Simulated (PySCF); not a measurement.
Several molecules and their computed UV-vis stick spectra, shuffled. Method: TDDFT PBE0/def2-SVPD, vertical, gas phase, core orbitals frozen in the response (PySCF). Geometries: GFN2-xTB; one conformer of each isolated species. Triplets are in the Tamm–Dancoff approximation.

A. `C1=CCCC=C1`
B. `FC1C[SiH2][SiH2]C1`
C. `C=CC#CCC`
D. `CC1=C[C@@H](C)C1`
E. `CC[C@@H]1[C@H]2C[C@@H]12`

Lowest singlet levels (six at most, fewer where fewer were computed) with oscillator strengths:

1. 7.03 eV (f 0.004); 7.24 eV (f 0.017); 7.32 eV (f 0.054); 7.34 eV (f 0.039); 8.19 eV (f 0.031); 8.29 eV (f 0.015); T1 6.77 eV
2. 6.68 eV (f 0.012); 6.79 eV (f 0.080); 7.43 eV (f 0.181); 7.44 eV (f 0.033); 7.71 eV (f 0.028); 7.75 eV (f 0.001); T1 5.92 eV
3. 6.52 eV (f 0.014); 6.84 eV (f 0.184); 7.13 eV (f 0.061); 7.41 eV (f 0.004); 7.50 eV (f 0.024); 7.79 eV (f 0.034); T1 4.33 eV
4. 4.77 eV (f 0.116); 5.91 eV (f 0.006); 6.57 eV (f 0.005); 6.62 eV (f 0.007); 6.67 eV (f 0.009); 6.94 eV (f 0.007); T1 2.84 eV
5. 5.16 eV (f 0.000); 5.52 eV (f 0.329); 6.14 eV (f 0.001); 6.42 eV (f 0.000); 7.08 eV (f 0.060); 7.26 eV (f 0.004); T1 3.39 eV

Question: Match each spectrum to its molecule.

Answer: 1 = E, 2 = B, 3 = D, 4 = A, 5 = C.
- A: S1 at 4.77 eV, HOMO→LUMO (98%); Löwdin shares by element: HOMO carbon 77% or more (atoms not listed hold the other 23%); LUMO carbon 77% or more (atoms not listed hold the other 23%); HOMO -6.17 and LUMO -0.70 eV; point group C2.
- B: S1 at 6.68 eV, HOMO→LUMO+1 (96%); Löwdin shares by element: HOMO silicon 54%, carbon 24% or more (atoms not listed hold the other 22%); LUMO silicon 44%, carbon 19% or more (atoms not listed hold the other 37%); HOMO -7.89 and LUMO 0.00 eV; point group Cs.
- C: S1 at 5.16 eV, HOMO-1→LUMO (98%); Löwdin shares by element: HOMO carbon 86% or more; LUMO carbon 81% or more (atoms not listed hold the other 19%); HOMO -6.72 and LUMO -0.65 eV; point group Cs, 2 of its 6 listed states under f = 0.0005.
- D: S1 at 6.52 eV, HOMO→LUMO+1 (76%), HOMO→LUMO (23%); Löwdin shares by element: HOMO carbon 77% or more (atoms not listed hold the other 23%); LUMO carbon 58% or more, hydrogen 7% or more (atoms not listed hold the other 35%); HOMO -6.81 and LUMO 0.61 eV.
- E: S1 at 7.03 eV, HOMO→LUMO (78%), HOMO→LUMO+1 (18%); Löwdin shares by element: HOMO carbon 81% or more (atoms not listed hold the other 19%); LUMO carbon 38% or more, hydrogen 17% or more (atoms not listed hold the other 45%); HOMO -7.08 and LUMO 0.98 eV.
